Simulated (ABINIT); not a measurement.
# CuAu (P4/mmm) in ABINIT: further runs

Aim: see how the results for CuAu move with the level of theory and the settings. Levels: revPBE, PW91. Tasks: band structure.

All numbers are computed with ABINIT 10.8.3 (patched build); they aren't measurements. Logs are shortened: lines on timing, memory, paths and dates and some standing lists are left out, and cuts for length are marked. The log counts tension as positive stress, the text compression.

### 1 Starting point

It takes space group P4/mmm (No. 123, tetragonal). The conventional cell has a = 2.811 Å, b = 2.811 Å, c = 3.685 Å, α = 90.00°, β = 90.00°, γ = 90.00°. Au (site symmetry 4/mmm) is surrounded by 8 Cu at 2.71 Å and 4 Au at 2.81 Å. Cu (site symmetry 4/mmm) is surrounded by 8 Au at 2.71 Å and 4 Cu at 2.81 Å.

### 2 Band structure, revPBE

File run.abi:

```
# Datasets: ground state, then fixed potential
ndtset 2

# Pseudopotentials
pp_dirpath "./"
pseudos "Au.GGA_PBE-JTH.xml, Cu.GGA_PBE-JTH.xml"

# Structure
acell 2.8107494552 2.8107494552 3.685 Angstrom
rprim
     1.0000000000     0.0000000000     0.0000000000
     0.0000000000     1.0000000000     0.0000000000
     0.0000000000     0.0000000000     1.0000000000
ntypat 2
znucl 79 29
natom 2
typat 1 2
xred
     0.0000000000     0.0000000000     0.0000000000
     0.5000000000     0.5000000000     0.5000000000

# Plane-wave basis
ecut 31.0
pawecutdg 53.0
pawxcdev 0

# Exchange and correlation
ixc 14

# Bands and occupations
occopt 3
tsmear 0.00183747

# SCF cycle
nstep 100

# Output
iomode 3
prtwf 0
prteig 0
prtebands 0
prtden1 1

# Dataset 1
kptopt1 1
ngkpt1 9 9 7
nshiftk1 1
shiftk1 0.0 0.0 0.0
nband1 19
tolvrs1 1.0e-9

# Dataset 2: bands along G-X-M-G-Z-R-A-Z
iscf2 -2
getden2 1
nband2 25
nbdbuf2 4
tolwfr2 1.0e-11
kptopt2 -7
ndivsm2 6
prteig2 1
kptbounds2
     0.0000000000     0.0000000000     0.0000000000
     0.0000000000     0.5000000000     0.0000000000
     0.5000000000     0.5000000000     0.0000000000
     0.0000000000     0.0000000000     0.0000000000
     0.0000000000     0.0000000000     0.5000000000
     0.0000000000     0.5000000000     0.5000000000
     0.5000000000     0.5000000000     0.5000000000
     0.0000000000     0.0000000000     0.5000000000
```

Potentials or basis: JTH PAW PBE v2.0.

Command:

```console
> abinit run.abi > log 2>&1
```

run.abo:

```text
.Version 10.8.3 of ABINIT
 DATASET    1 : space group P4/m m m (#123); Bravais tP (primitive tetrag.)
================================================================================
 Values of the parameters that define the memory need for DATASET  1.
     intxc =       0    ionmov =       0      iscf =      17    lmnmax =      18
     lnmax =       6     mgfft =      36  mpssoang =       3    mqgrid =    3001
     natom =       2  nloc_mem =       2    nspden =       1   nspinor =       1
    nsppol =       1      nsym =      16    n1xccc =       1    ntypat =       2
    occopt =       3   xclevel =       2
       mpw =        1639          nfft =       32400          nkpt =          60
 PAW method is used; the additional fine FFT grid is defined by:
   mgfftf=        48    nfftf =     62208
================================================================================
================================================================================

 DATASET    2 : space group P4/m m m (#123); Bravais tP (primitive tetrag.)
================================================================================
 Values of the parameters that define the memory need for DATASET  2.
     intxc =       0    ionmov =       0      iscf =      -2    lmnmax =      18
     lnmax =       6     mgfft =      36  mpssoang =       3    mqgrid =    3001
     natom =       2  nloc_mem =       2    nspden =       1   nspinor =       1
    nsppol =       1      nsym =      16    n1xccc =       1    ntypat =       2
    occopt =       3   xclevel =       2
       mpw =        1646          nfft =       32400          nkpt =          61
 PAW method is used; the additional fine FFT grid is defined by:
   mgfftf=        48    nfftf =     62208
================================================================================
================================================================================

--------------------------------------------------------------------------------
------------- Echo of variables that govern the present computation ------------
--------------------------------------------------------------------------------
 -outvars: echo values of preprocessed input variables --------
            acell      5.3115466789E+00  5.3115466789E+00  6.9636407740E+00 Bohr
              amu      1.96966540E+02  6.35460000E+01
             ecut      3.10000000E+01 Hartree
           getden1          0
           getden2          1
             iscf1         17
             iscf2         -2
                       outvar_i_n : Printing only first  50 k-points.
              ixc          14
           jdtset        1    2
                       outvar_i_n : Printing only first  50 k-points.
           kptopt1          1
           kptopt2         -7
         kptrlatt        9    0    0      0    9    0      0    0    7
          kptrlen1     4.78039201E+01
          kptrlen2     3.00000000E+01
            natom           2
            nband1         19
            nband2         25
           nbdbuf1          0
           nbdbuf2          4
           ndtset           2
           ndivsm1          0
           ndivsm2          6
            ngfft          30      30      36
          ngfftdg          36      36      48
             nkpt1         60
             nkpt2         61
            nstep         100
             nsym          16
           ntypat           2
                       prtocc : prtvol=0, do not print more k-points.
           occopt           3
        pawecutdg      5.30000000E+01 Hartree
         pawxcdev           0
        prtebands           0
           prteig1          0
           prteig2          1
            prtwf           0
           shiftk1     0.00000000E+00  0.00000000E+00  0.00000000E+00
           shiftk2     5.00000000E-01  5.00000000E-01  5.00000000E-01
          spgroup         123
           tolvrs1     1.00000000E-09
[... 267 lines left out ...]
 R(2)=  0.0000000  5.3115467  0.0000000  G(2)=  0.0000000  0.1882691  0.0000000
 R(3)=  0.0000000  0.0000000  6.9636408  G(3)=  0.0000000  0.0000000  0.1436030
 Unit cell volume ucvol=  1.9646191E+02 bohr^3
 Angles (23,13,12)=  9.00000000E+01  9.00000000E+01  9.00000000E+01 degrees

 Coarse grid specifications (used for wave-functions):

 getcut: wavevector=  0.0000  0.0000  0.0000  ngfft=  30  30  36
         ecut(hartree)=     31.000   => boxcut(ratio)=   2.06262

 Fine grid specifications (used for densities):

 getcut: wavevector=  0.0000  0.0000  0.0000  ngfft=  36  36  48
         ecut(hartree)=     53.000   => boxcut(ratio)=   2.06813
--------------------------------------------------------------------------------

================================================================================
 Non-SCF case, kpt    1 (  0.00000  0.00000  0.00000), residuals and eigenvalues=
  7.36E-12  5.59E-12  5.39E-12  6.34E-12  5.22E-12  9.39E-12  5.70E-12  4.05E-12
  7.92E-12  2.72E-12  7.49E-12  7.09E-12  5.43E-12  6.93E-12  9.06E-12  5.81E-12
  7.70E-12  3.61E-12  7.11E-12  6.08E-12  8.85E-12  8.25E-12  8.47E-12  7.90E-10
  1.25E-09
 -3.8496E+00 -2.2816E+00 -2.2812E+00 -2.2812E+00 -7.9135E-02  3.6888E-02
  4.2627E-02  1.3057E-01  1.3057E-01  1.6924E-01  1.7727E-01  2.0242E-01
  2.1885E-01  2.2696E-01  2.2696E-01  3.5728E-01  5.7554E-01  6.5182E-01
  6.5182E-01  8.9328E-01  8.9776E-01  9.4072E-01  1.0583E+00  1.0583E+00
  1.0983E+00
 Non-SCF case, kpt    2 (  0.00000  0.06250  0.00000), residuals and eigenvalues=
[... 585 lines left out ...]
  6.3115E-02  1.3847E-01  1.4227E-01  1.4356E-01  1.6742E-01  1.7264E-01
  1.9628E-01  1.9731E-01  2.0187E-01  2.0995E-01  7.7869E-01  7.9194E-01
  7.9893E-01  8.1371E-01  8.7976E-01  8.8008E-01  9.7305E-01  1.0369E+00
  1.0546E+00
 Non-SCF case, kpt   61 (  0.00000  0.00000  0.50000), residuals and eigenvalues=
  5.29E-12  3.56E-12  2.67E-12  2.88E-12  8.99E-12  6.96E-12  8.87E-12  7.77E-12
  2.20E-12  6.36E-12  9.67E-12  5.44E-12  9.25E-12  4.63E-12  8.46E-12  3.61E-12
  5.78E-12  2.25E-12  7.34E-12  2.66E-12  9.74E-12  6.95E-12  2.81E-11  5.51E-05
  3.34E-04
 -3.8496E+00 -2.2816E+00 -2.2812E+00 -2.2812E+00 -1.1915E-02  4.6144E-02
  6.3782E-02  1.4263E-01  1.4263E-01  1.4315E-01  1.6376E-01  1.7802E-01
  1.9531E-01  1.9632E-01  1.9632E-01  2.0904E-01  8.1661E-01  8.2217E-01
  8.2217E-01  8.3763E-01  8.3763E-01  8.4821E-01  9.3527E-01  1.0374E+00
  1.0490E+00

--- !ResultsGS
iteration_state: {dtset: 2, }
comment   : Summary of ground state results
lattice_vectors:
- [  5.3115467,   0.0000000,   0.0000000, ]
- [  0.0000000,   5.3115467,   0.0000000, ]
- [  0.0000000,   0.0000000,   6.9636408, ]
lattice_lengths: [   5.31155,    5.31155,    6.96364, ]
lattice_angles: [ 90.000,  90.000,  90.000, ] # degrees, (23, 13, 12)
lattice_volume:   1.9646191E+02
convergence: {deltae:  0.000E+00, res2:  0.000E+00, residm:  9.994E-12, diffor:  0.000E+00, }
etotal    :  -2.31988116E+02
entropy   :   0.00000000E+00
fermie    :   2.78995097E-01
cartesian_stress_tensor: null
pressure_GPa: null
xred      :
- [  0.0000E+00,   0.0000E+00,   0.0000E+00, Au]
- [  5.0000E-01,   5.0000E-01,   5.0000E-01, Cu]
cartesian_forces: null
force_length_stats: {min: null, max: null, mean: null, }
...

 Integrated electronic density in atomic spheres:
 ------------------------------------------------
 Atom  Sphere_radius  Integrated_density
    1        2.50870          9.55418819
    2        2.00090         17.33199124

================================================================================

 ----iterations are completed or convergence reached----

 Mean square residual over all n,k,spin=   64.555E-13; max=  99.939E-13
 reduced coordinates (array xred) for    2 atoms
       0.000000000000      0.000000000000      0.000000000000
       0.500000000000      0.500000000000      0.500000000000

 cartesian coordinates (angstrom) at end:
    1      0.00000000000000     0.00000000000000     0.00000000000000
    2      1.40537472760000     1.40537472760000     1.84250000000000
 length scales=  5.311546678873  5.311546678873  6.963640773970 bohr
              =  2.810749455200  2.810749455200  3.685000000000 angstroms
 Eigenvalues (hartree) for nkpt=  61  k points:
 kpt#   1, nband= 25, wtk=  1.00000, kpt=  0.0000  0.0000  0.0000 (reduced coord)
  -3.84962   -2.28157   -2.28122   -2.28122   -0.07913    0.03689    0.04263    0.13057
   0.13057    0.16924    0.17727    0.20242    0.21885    0.22696    0.22696    0.35728
   0.57554    0.65182    0.65182    0.89328    0.89776    0.94072    1.05828    1.05828
   1.09831
 kpt#   2, nband= 25, wtk=  1.00000, kpt=  0.0000  0.0625  0.0000 (reduced coord)
  -3.84962   -2.28157   -2.28124   -2.28122   -0.07578    0.03865    0.04447    0.12848
   0.13135    0.16776    0.17783    0.20226    0.21743    0.22163    0.22628    0.36719
   0.57194    0.63180    0.65753    0.89135    0.92466    0.94159    1.04175    1.06417
   1.08488
 kpt#   3, nband= 25, wtk=  1.00000, kpt=  0.0000  0.1250  0.0000 (reduced coord)
  -3.84961   -2.28157   -2.28132   -2.28121   -0.06595    0.04279    0.05090    0.12243
   0.13363    0.16345    0.17919    0.20207    0.20984    0.21370    0.22425    0.39263
   0.54945    0.60238    0.67412    0.87939    0.93941    0.99145    1.00902    1.05949
   1.08153
 kpt#   4, nband= 25, wtk=  1.00000, kpt=  0.0000  0.1875  0.0000 (reduced coord)
  -3.84961   -2.28156   -2.28142   -2.28120   -0.05040    0.04807    0.06229    0.11322
[... 274 lines left out ...]
  -3.84961   -2.28159   -2.28127   -2.28127    0.00239    0.05355    0.06134    0.12989
   0.13990    0.14658    0.16236    0.17455    0.19618    0.19982    0.21250    0.21565
   0.73621    0.74285    0.75221    0.79046    0.90890    0.93609    1.03071    1.04283
   1.08037
 kpt#  60, nband= 25, wtk=  1.00000, kpt=  0.0455  0.0455  0.5000 (reduced coord)
  -3.84962   -2.28160   -2.28123   -2.28123   -0.00830    0.04801    0.06312    0.13847
   0.14227    0.14356    0.16742    0.17264    0.19628    0.19731    0.20187    0.20995
   0.77869    0.79194    0.79893    0.81371    0.87976    0.88008    0.97305    1.03686
   1.05460
 kpt#  61, nband= 25, wtk=  1.00000, kpt=  0.0000  0.0000  0.5000 (reduced coord)
  -3.84962   -2.28160   -2.28122   -2.28122   -0.01191    0.04614    0.06378    0.14263
   0.14263    0.14315    0.16376    0.17802    0.19531    0.19632    0.19632    0.20904
   0.81661    0.82217    0.82217    0.83763    0.83763    0.84821    0.93527    1.03735
   1.04903

== END DATASET(S) ==============================================================
================================================================================

 -outvars: echo values of variables after computation  --------
            acell      5.3115466789E+00  5.3115466789E+00  6.9636407740E+00 Bohr
           etotal1    -2.3198811572E+02
            fcart1    -0.0000000000E+00 -0.0000000000E+00 -0.0000000000E+00
                      -0.0000000000E+00 -0.0000000000E+00 -0.0000000000E+00
           strten1    -2.6012676517E-04 -2.6012676517E-04 -2.3448474137E-04
                       0.0000000000E+00  0.0000000000E+00  0.0000000000E+00
           xangst      0.0000000000E+00  0.0000000000E+00  0.0000000000E+00
                       1.4053747276E+00  1.4053747276E+00  1.8425000000E+00
             xred      0.0000000000E+00  0.0000000000E+00  0.0000000000E+00
                       5.0000000000E-01  5.0000000000E-01  5.0000000000E-01
 Calculation completed.
```

Run time: 5.7 min. Hardware: 1 thread of AMD EPYC 7R43 (Zen 3), shared host; peak memory 0.16 GiB.

What came out:

- Free energy: -6312.7182 eV
- Pressure: 7.4 GPa
- Band gap on the k mesh: none (metal or under the smearing width)
- Valence electrons inside the program's atomic spheres: Au 9.55; Cu 17.33

Levels at the corners of the path, in eV from the Fermi level:
```csv
point,band 11,band 12,band 13,band 14,band 15,band 16,band 17,band 18,band 19,band 20
Γ,-2.77,-2.08,-1.64,-1.42,-1.42,2.13,8.07,10.14,10.14,16.72
X,-2.96,-2.89,-2.33,-2.11,-0.80,-0.14,9.57,9.58,11.34,11.35
M,-1.63,-1.57,-1.32,-1.32,0.68,0.68,5.18,6.91,10.27,11.78
Γ,-2.77,-2.08,-1.64,-1.42,-1.42,2.13,8.07,10.14,10.14,16.72
Z,-3.14,-2.75,-2.28,-2.25,-2.25,-1.90,14.63,14.78,14.78,15.20
R,-1.82,-1.66,-1.54,-1.50,-1.04,-1.03,2.72,4.43,16.36,16.47
A,-3.11,-2.07,-1.65,-1.57,5.52,5.57,5.57,6.22,6.96,7.00
Z,-3.14,-2.75,-2.28,-2.25,-2.25,-1.90,14.63,14.78,14.78,15.20
```

Caveat: the PAW data sets were made with another functional, which shifts forces and pressure a little; spin-orbit coupling is left out, which moves the levels of the heavy elements.

(Part 1 of 2 ends here.)
